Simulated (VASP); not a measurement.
# Cd8F15 (a cell with a defect) in VASP: notebook

The runs below take Cd8F15 (a cell with a defect) through single point, with PBE.

All numbers are computed with VASP 6.6.1; they aren't measurements. Logs are shortened: lines on timing, memory, paths and dates and some standing lists are left out, and cuts for length are marked.

**1. The crystal as given**

The cell holds a defect, 23 atoms: a = 7.629 Å, b = 7.629 Å, c = 7.629 Å, α = 60.00°, β = 60.00°, γ = 60.00°.

**2. Single point, PBE**

INCAR

```
SYSTEM = Cd8F15
PREC = Accurate
ENCUT = 520
EDIFF = 1E-6
ISMEAR = 0
SIGMA = 0.1
LREAL = Auto
LASPH = .TRUE.
NELM = 80
ALGO = Fast
ISIF = 2
LWAVE = .FALSE.
LCHARG = .FALSE.
GGA = PE
NBANDS = 118
```

KPOINTS

```
regular mesh
0
G
  2 2 2
  0 0 0
```

POSCAR

```
Cd8F15
1.0
    0.0000000000      5.3942060000      5.3942060000
    5.3942060000      0.0000000000      5.3942060000
    5.3942060000      5.3942060000      0.0000000000
Cd F
8 15
Direct
   -0.0023443673     -0.0003728074      0.0027214385
    0.0024213944     -0.0020715746      0.5039560039
   -0.0239079672      0.5010651243      0.0214134388
    0.0024363178      0.4953661392      0.5039705566
    0.4931879687      0.0042327824     -0.0052776071
    0.5011875705     -0.0003741051      0.4991930230
    0.4931816657      0.5074701448     -0.0052857640
    0.5198428647      0.5010801404      0.4776323893
    0.1295657785      0.1287879069      0.1242808487
    0.3701790403      0.3827499358      0.3789814479
    0.1269907935      0.1220749634      0.6285493175
    0.2897918619      0.4592905796      0.7913548352
    0.1295244379      0.6170466052      0.1243199648
    0.3701014570      0.8676944299      0.3790503181
    0.3719477899      0.8771213039      0.8734245596
    0.6064093585      0.1426469438      0.1078596183
    0.8799029922      0.3691638769      0.3814099795
    0.6227314085      0.1288602067      0.6311343134
    0.8774777048      0.3827960037      0.8716788903
    0.6167608356      0.6323008428      0.1183095343
    0.8837871598      0.8652422618      0.3854407859
    0.6227690414      0.6169578062      0.6310900066
    0.8775472238      0.8676517916      0.8716021413
```

Potentials or basis: VASP PAW PBE potentials, release 64 (Cd, F).

Started as:

```
$ cat potpaw_PBE.64/Cd/POTCAR potpaw_PBE.64/F/POTCAR > POTCAR
$ mpirun -np 1 vasp_std > vasp.out
```

OUTCAR:

```text
SYSTEM = Cd8F15
   PREC = Accurate
   ENCUT = 520
   EDIFF = 1E-6
   ISMEAR = 0
   LREAL = Auto
   LASPH = .TRUE.
   NELM = 80
   ISIF = 2
   GGA = PE

 ion  position               nearest neighbor table
   1  0.998  1.000  0.003-  11 2.33  15 2.33  13 2.38   9 2.38  21 2.39  19 2.39  23 2.39  16 2.44
                             5 3.77   7 3.77
   2  0.002  0.998  0.504-  23 2.29  14 2.29  21 2.30  17 2.31  11 2.33   9 2.37  18 2.37   3 3.76
                             8 3.76
   3  0.976  0.501  0.021-  12 2.12  20 2.24  17 2.25  23 2.29  19 2.29   9 2.33  13 2.33   8 3.48
                             2 3.76   4 3.76   5 3.76   7 3.77
   4  0.002  0.495  0.504-  19 2.29  10 2.29  21 2.30  17 2.31  11 2.33  13 2.36  22 2.37   3 3.76
                             8 3.76
   5  0.493  0.004  0.995-  18 2.27   9 2.27  16 2.27  15 2.30  20 2.32  14 2.39  23 2.39   8 3.76
                             3 3.76   6 3.77   1 3.77
   6  0.501  1.000  0.499-  11 2.33  15 2.33  22 2.38  18 2.38  21 2.38  10 2.39  14 2.39  16 2.44
                             5 3.77   7 3.77
   7  0.493  0.507  0.995-  22 2.27  13 2.27  16 2.28  15 2.30  20 2.32  10 2.39  19 2.39   8 3.76
                             3 3.77   6 3.77   1 3.77
   8  0.520  0.501  0.478-  12 2.12  20 2.24  17 2.25  14 2.29  10 2.29  18 2.33  22 2.33   3 3.48
                             2 3.76   4 3.76   5 3.76   7 3.76
   9  0.130  0.129  0.124-   5 2.27   3 2.33   2 2.37   1 2.38
  10  0.370  0.383  0.379-   4 2.29   8 2.29   6 2.39   7 2.39
  11  0.127  0.122  0.629-   4 2.33   2 2.33   1 2.33   6 2.33
  12  0.290  0.459  0.791-   3 2.12   8 2.12
  13  0.130  0.617  0.124-   7 2.27   3 2.33   4 2.36   1 2.38
  14  0.370  0.868  0.379-   2 2.29   8 2.29   6 2.39   5 2.39
  15  0.372  0.877  0.873-   5 2.30   7 2.30   6 2.33   1 2.33
  16  0.606  0.143  0.108-   5 2.27   7 2.28   1 2.44   6 2.44
  17  0.880  0.369  0.381-   3 2.25   8 2.25   2 2.31   4 2.31
  18  0.623  0.129  0.631-   5 2.27   8 2.33   2 2.37   6 2.38
  19  0.877  0.383  0.872-   4 2.29   3 2.29   1 2.39   7 2.39
  20  0.617  0.632  0.118-   8 2.24   3 2.24   5 2.32   7 2.32
  21  0.884  0.865  0.385-   2 2.30   4 2.30   6 2.38   1 2.39
  22  0.623  0.617  0.631-   7 2.27   8 2.33   4 2.37   6 2.38
  23  0.878  0.868  0.872-   2 2.29   3 2.29   1 2.39   5 2.39

  LATTYP: Found a face centered cubic cell.
 ALAT       =    10.7884120000

  Lattice vectors:

 A1 = (   0.0000000000,   5.3942060000,   5.3942060000)
 A2 = (   5.3942060000,   0.0000000000,   5.3942060000)
 A3 = (   5.3942060000,   5.3942060000,   0.0000000000)

Analysis of symmetry for initial positions (statically):
=====================================================================
 Subroutine PRICEL returns:
 Original cell was already a primitive cell.

 Routine SETGRP: Setting up the symmetry group for a
 face centered cubic supercell.

 Subroutine GETGRP returns: Found  1 space group operations
 (whereof  1 operations were pure point group operations)
 out of a pool of 48 trial point group operations.

The static configuration has the point symmetry C_1 .

Analysis of symmetry for dynamics (positions and initial velocities):
=====================================================================
 Subroutine PRICEL returns:
 Original cell was already a primitive cell.

 Routine SETGRP: Setting up the symmetry group for a
 face centered cubic supercell.

 Subroutine GETGRP returns: Found  1 space group operations
 (whereof  1 operations were pure point group operations)
 out of a pool of 48 trial point group operations.

The dynamic configuration has the point symmetry C_1 .

 Subroutine INISYM returns: Found  1 space group operations
 (whereof  1 operations are pure point group operations),
 and found     1 'primitive' translations

----------------------------------------------------------------------------------------

                                     Primitive cell

  volume of cell :     313.9154

  direct lattice vectors                    reciprocal lattice vectors
[... 42 lines left out ...]
   GGA     = PE    functional components
   LHFCALC =     F    Hartree Fock is set to
   AEXX    =    0.0000 exact exchange contribution
   IVDW    =     0    specifies the selected vdW correction
   LEPSILON=     F    determine dielectric tensor
   LRPA    =     F    only Hartree local field effects (RPA)
 non-spin polarized calculation
 RMM-DIIS sequential band-by-band and
 Gauss-broadening in eV      SIGMA  =   0.10
  energy-cutoff  :      520.00
  volume of cell :      313.92
 maximum number of plane-waves:      8480
 NGX is ok and might be reduce to    60
   NGX = 29   NGY = 29   NGZ = 29

 number of electron     200.9999991 magnetization

 Free energy of the ion-electron system (eV)
  ---------------------------------------------------
  ext. energy  EPLUGINS =         0.00000000
  ---------------------------------------------------
  free energy    TOTEN  =       -80.53877844 eV

  energy without entropy =      -80.51429668  energy(sigma->0) =      -80.52653756

 E-fermi :   2.9168     XC(G=0): -10.2581

 val. band max:        2.8945619192   @ k =   0.5000   0.0000   0.0000
 cond. band min:       3.0703986775   @ k =   0.0000   0.5000   0.0000
 fundamental gap:      0.1758367583
 Fermi energy:         2.9167975490

 k-point     1 :       0.0000    0.0000    0.0000
  band No.  band energies     occupation
      1     -22.3563      2.00000
      2     -22.1012      2.00000
      3     -22.0374      2.00000
      4     -21.9303      2.00000
      5     -21.8104      2.00000
      6     -21.8067      2.00000
[... 104 lines left out ...]
    111       7.3366      0.00000
    112       7.3962      0.00000

 k-point     2 :       0.5000    0.0000    0.0000
  band No.  band energies     occupation
      1     -22.2818      2.00000
      2     -22.1568      2.00000
      3     -22.0252      2.00000
      4     -21.9461      2.00000
      5     -21.9194      2.00000
      6     -21.8026      2.00000
[... 682 lines left out ...]
 k-point     8 :       0.5000    0.0000    0.5000
  band No.  band energies     occupation
      1     -22.2513      2.00000
      2     -22.1771      2.00000
      3     -22.0353      2.00000
      4     -21.9420      2.00000
      5     -21.8714      2.00000
      6     -21.8672      2.00000
[... 104 lines left out ...]
    111       8.5889      0.00000
    112       8.7454      0.00000
 [bands above 112 left out]

------------------------ aborting loop because EDIFF is reached ----------------------------------------

  FORCE on cell =-STRESS in cart. coord.  units (eV):
  Direction    XX          YY          ZZ          XY          YZ          ZX
  --------------------------------------------------------------------------------------
  -------------------------------------------------------------------------------------
  Total       15.2392266     13.5756446     15.2425785      0.0034511     -0.0104614     -1.5874927
  in kB       77.7787447     69.2880696     77.7958525      0.0176140     -0.0533934     -8.1023263
  external PRESSURE =      74.9542223 kB  Pullay stress =       0.0000000 kB

 VOLUME and BASIS-vectors are now :
 -----------------------------------------------------------------------------
  energy-cutoff  :      520.00
  volume of cell :      313.92
      direct lattice vectors                 reciprocal lattice vectors
     0.000000000  5.394206000  5.394206000    -0.092692048  0.092692048  0.092692048
     5.394206000  0.000000000  5.394206000     0.092692048 -0.092692048  0.092692048
     5.394206000  5.394206000  0.000000000     0.092692048  0.092692048 -0.092692048

 POSITION                                       TOTAL-FORCE (eV/Angst)
 -----------------------------------------------------------------------------------
      5.40687      5.39624     10.77375         0.010549     -0.012264     -0.010036
      8.10147      2.73150      5.39609        -0.028370      0.008209     -0.028233
      2.81836      5.38075      7.96809         0.007505     -0.054788     -0.007357
      5.39063      2.73166      2.68525         0.028458      0.008021      0.028712
      5.38857      8.02610      2.68319         0.029866     -0.061632      0.030443
      8.08494      5.39626      8.09570        -0.008583     -0.012377      0.008898
[... 15 lines left out ...]
      6.73223      6.76357      6.68734         0.007919     -0.019198      0.037833
      9.38189      9.43527      9.41396         0.021878      0.017039      0.016444
 -----------------------------------------------------------------------------------
    total drift:                               -0.003758      0.000464     -0.007685

  FREE ENERGIE OF THE ION-ELECTRON SYSTEM (eV)
  ---------------------------------------------------
  free  energy   TOTEN  =       -80.5387784375 eV

  energy  without entropy=      -80.5142966782  energy(sigma->0) =      -80.52653756
```

It took 4.5 min on 1 thread of Intel Xeon 6975P-C (Granite Rapids), shared host; peak memory 0.58 GiB.

Results:

| Property | Result |
| --- | --- |
| Free energy | -80.5388 eV |
| Pressure | 7.5 GPa |
| Largest force | 0.454 eV/Å |
| Band gap on the k mesh | none (metal or under the smearing width) |

Forces on the atoms (eV/Å):
```
Cd   0.011 -0.012 -0.010
Cd  -0.028  0.008 -0.028
Cd   0.008 -0.055 -0.007
Cd   0.028  0.008  0.029
Cd   0.030 -0.062  0.030
Cd  -0.009 -0.012  0.009
Cd  -0.030 -0.062 -0.029
Cd  -0.009 -0.055  0.009
F   -0.010 -0.017 -0.038
F   -0.020  0.018 -0.018
F    0.000 -0.009  0.000
F    0.000  0.454 -0.001
F    0.037 -0.017  0.009
F    0.018  0.018  0.020
F    0.000 -0.033 -0.001
F    0.001  0.001  0.000
F    0.000 -0.014  0.000
F   -0.039 -0.019 -0.008
F   -0.017  0.017 -0.021
F   -0.001 -0.034  0.001
F   -0.001 -0.119  0.001
F    0.008 -0.019  0.038
F    0.022  0.017  0.016
```

Caveat: the k mesh is coarse (spacing up to 0.50 Å⁻¹), so the values aren't converged; an odd number of electrons without spin polarisation forces a metal; a magnetic or distorted state may lie lower.

**3. Single point, PBE**

INCAR

```
ALGO = Fast
EDIFF = 1E-6
ENCUT = 520
GGA = PE
ISIF = 2
ISMEAR = 0
LASPH = T
LCHARG = F
LREAL = Auto
LWAVE = F
NBANDS = 118
NELM = 60
PREC = Accurate
SIGMA = 0.1
```

KPOINTS

```
k-points
0
Gamma
  2 2 2
```

POSCAR

```
Cd8F15
1.0
    0.0000000000      5.3942060000      5.3942060000
    5.3942060000      0.0000000000      5.3942060000
    5.3942060000      5.3942060000      0.0000000000
Cd F
8 15
Direct
   -0.0039710200      0.0003695632      0.0028555639
    0.0031112086     -0.0013791650      0.5046337682
   -0.0261319275      0.5003411067      0.0250761651
    0.0031172336      0.4932850173      0.5046392370
    0.4942819203      0.0020417277     -0.0041990425
    0.5013478351      0.0003645578      0.4975474611
    0.4942806226      0.5074816386     -0.0042020086
    0.5235338621      0.5003627040      0.4753668102
    0.1298041825      0.1319008766      0.1223927117
    0.3676859949      0.3851521429      0.3779657284
    0.1264345485      0.1226313938      0.6279711972
    0.2486722791      0.5003773493      0.7502015125
    0.1297737795      0.6155587124      0.1224260809
    0.3676453958      0.8687955187      0.3780078106
    0.3709766553      0.8781024492      0.8724161628
    0.6073611204      0.1417140910      0.1087921003
    0.8808568861      0.3682203646      0.3823290212
    0.6208465157      0.1319964421      0.6313757762
    0.8764775576      0.3852039577      0.8691667504
    0.6165642358      0.6324950326      0.1180854977
    0.8898437509      0.8591467400      0.3915318584
    0.6208791433      0.6154399739      0.6313427778
    0.8765201032      0.8687506558      0.8691271709
```

Potentials or basis: VASP PAW PBE potentials, release 64 (Cd, F).

Started as:

```
$ cat potpaw_PBE.64/Cd/POTCAR potpaw_PBE.64/F/POTCAR > POTCAR
$ mpirun -np 1 vasp_std > vasp.out
```

It took 4.9 min on 1 thread of Intel Xeon 6975P-C (Granite Rapids), shared host; peak memory 0.57 GiB.

It converged, with:

* Free energy: -80.4217 eV
* Pressure: 8.0 GPa
* Largest force: 0.057 eV/Å
* Band gap on the k mesh: none (metal or under the smearing width)

Forces in eV/Å, atoms in the order of the input:
```
Cd   0.017  0.000 -0.017
Cd  -0.022  0.035 -0.022
Cd   0.040 -0.001 -0.040
Cd   0.022  0.036  0.022
Cd   0.022 -0.035  0.022
Cd  -0.018 -0.001  0.017
Cd  -0.023 -0.035 -0.022
Cd  -0.040  0.000  0.040
F   -0.010 -0.014 -0.014
F   -0.014  0.016 -0.010
F    0.000  0.012  0.000
F    0.001 -0.001  0.000
F    0.013 -0.014  0.011
F    0.012  0.015  0.016
F    0.001 -0.011 -0.001
F    0.001  0.017  0.000
F    0.001  0.019 -0.001
F   -0.016 -0.016 -0.011
F   -0.011  0.016 -0.014
F    0.000 -0.020  0.000
F    0.000 -0.020  0.000
F    0.010 -0.016  0.015
F    0.016  0.016  0.010
```

Stress tensor (GPa, compression positive):
```
 8.27  0.00 -0.83
 0.00  7.34  0.00
-0.83  0.00  8.27
```

Levels at points of the mesh, in eV from the Fermi level:
| k point | band 97 | band 98 | band 99 | band 100 | band 101 | band 102 | band 103 | band 104 |
| --- | --- | --- | --- | --- | --- | --- | --- | --- |
| (0.00, 0.00, 0.00) | -4.60 | -4.59 | -4.48 | -4.30 | -1.80 | 2.03 | 2.26 | 2.34 |
| (0.50, 0.00, 0.00) | -4.81 | -4.63 | -4.59 | -4.29 | 0.01 | 0.09 | 2.32 | 2.33 |
| (0.00, 0.50, 0.00) | -4.78 | -4.69 | -4.66 | -4.37 | -0.10 | 0.15 | 2.24 | 2.37 |
| (0.00, 0.00, 0.50) | -4.81 | -4.63 | -4.59 | -4.29 | 0.01 | 0.10 | 2.32 | 2.33 |
| (0.50, 0.50, 0.50) | -4.78 | -4.69 | -4.66 | -4.37 | -0.10 | 0.15 | 2.24 | 2.37 |
| (0.50, 0.50, 0.00) | -4.77 | -4.55 | -4.50 | -4.33 | 0.22 | 0.57 | 1.50 | 1.92 |
| (0.00, 0.50, 0.50) | -4.77 | -4.55 | -4.50 | -4.33 | 0.22 | 0.57 | 1.50 | 1.92 |
| (0.50, 0.00, 0.50) | -4.75 | -4.72 | -4.53 | -4.35 | 0.30 | 0.50 | 1.52 | 1.83 |

Caveat: the k mesh is coarse (spacing up to 0.50 Å⁻¹), so the values aren't converged; an odd number of electrons without spin polarisation forces a metal; a magnetic or distorted state may lie lower.

**4. Single point, PBE**

INCAR

```
SYSTEM = Cd8F15
ALGO = Fast ; EDIFF = 1E-7
ENCUT = 520 ; GGA = PE
ISIF = 2 ; ISMEAR = 0
LASPH = .TRUE. ; LCHARG = .TRUE.
LELF = .TRUE. ; LREAL = Auto
LVHAR = .TRUE. ; LWAVE = .FALSE.
NBANDS = 118 ; NELM = 80
PREC = Accurate ; SIGMA = 0.1
```

KPOINTS

```
k-points
0
G
  2 2 2
  0 0 0
```

POSCAR

```
Cd8F15
1.0
    0.0000000000      5.3942060000      5.3942060000
    5.3942060000      0.0000000000      5.3942060000
    5.3942060000      5.3942060000      0.0000000000
Cd F
8 15
Direct
   -0.0038345773      0.0011199980      0.0012097239
    0.0041999694     -0.0035444512      0.5057089959
   -0.0223991260      0.4996017023      0.0228142010
    0.0042119266      0.4932733381      0.5057205824
    0.4949737737      0.0027345081     -0.0035203513
    0.4997320273      0.0011075773      0.4976685169
    0.4949657095      0.5054017218     -0.0035291570
    0.5213073991      0.4996354422      0.4790401961
    0.1272977895      0.1329790705      0.1213925645
    0.3679035432      0.3836765782      0.3760977056
    0.1254438559      0.1236181933      0.6269612247
    0.2075034769      0.5415176024      0.7089947065
    0.1272504239      0.6179817753      0.1214334417
    0.3678626660      0.8719081177      0.3761343189
    0.3704116973      0.8786768618      0.8718215433
    0.6134647064      0.1356056851      0.1148777040
    0.8806660331      0.3684236383      0.3820962714
    0.6198423827      0.1331021655      0.6288759643
    0.8746282585      0.3837319153      0.8693687264
    0.6175309211      0.6315352065      0.1190167747
    0.8908214666      0.8581491882      0.3925498025
    0.6198828892      0.6178319849      0.6288271156
    0.8746650573      0.8718566736      0.8693282199
```

Started as:

```
$ cat potpaw_PBE.64/Cd/POTCAR potpaw_PBE.64/F/POTCAR > POTCAR
$ mpirun -np 1 vasp_std > vasp.out
```

Run time: 5.8 min. Hardware: 1 thread of Intel Xeon 6975P-C (Granite Rapids), shared host; peak memory 0.58 GiB.

It converged, with:

```
Free energy            : -80.5390 eV
Pressure               : 7.5 GPa
Largest force          : 0.455 eV/Å
Band gap on the k mesh : none (metal or under the smearing width)
```

Forces in eV/Å, atoms in the order of the input:
```
Cd   0.010  0.012 -0.010
Cd  -0.030  0.062 -0.030
Cd   0.007  0.053 -0.007
Cd   0.030  0.062  0.030
Cd   0.029 -0.007  0.029
Cd  -0.009  0.011  0.009
Cd  -0.028 -0.008 -0.028
Cd  -0.008  0.054  0.008
F   -0.017 -0.018 -0.021
F   -0.037  0.018 -0.008
F    0.001  0.033  0.000
F   -0.001 -0.455  0.000
F    0.020 -0.017  0.017
F    0.008  0.018  0.037
F    0.001  0.012 -0.001
F    0.000  0.120  0.000
F    0.000  0.032  0.000
F   -0.021 -0.018 -0.018
F   -0.007  0.018 -0.035
F   -0.001  0.017  0.000
F   -0.001  0.001  0.001
F    0.018 -0.017  0.020
F    0.036  0.017  0.007
```

Stress tensor (GPa, compression positive):
```
 7.79  0.00 -0.81
 0.00  6.94  0.00
-0.81  0.00  7.79
```

Levels at points of the mesh, in eV from the Fermi level:
```csv
k point,band 99,band 100,band 101,band 102,band 103,band 104
"(0.00, 0.00, 0.00)",-4.46,-4.29,-1.78,1.97,2.27,2.44
"(0.50, 0.00, 0.00)",-4.57,-4.34,-0.02,0.16,2.27,2.46
"(0.00, 0.50, 0.00)",-4.62,-4.37,-0.07,0.15,2.16,2.49
"(0.00, 0.00, 0.50)",-4.57,-4.34,-0.02,0.16,2.27,2.46
"(0.50, 0.50, 0.50)",-4.62,-4.37,-0.07,0.15,2.16,2.49
"(0.50, 0.50, 0.00)",-4.48,-4.36,0.20,0.61,1.49,1.95
"(0.00, 0.50, 0.50)",-4.48,-4.36,0.20,0.61,1.49,1.95
"(0.50, 0.00, 0.50)",-4.50,-4.33,0.24,0.59,1.53,1.85
```

Caveat: the k mesh is coarse (spacing up to 0.50 Å⁻¹), so the values aren't converged; an odd number of electrons without spin polarisation forces a metal; a magnetic or distorted state may lie lower.
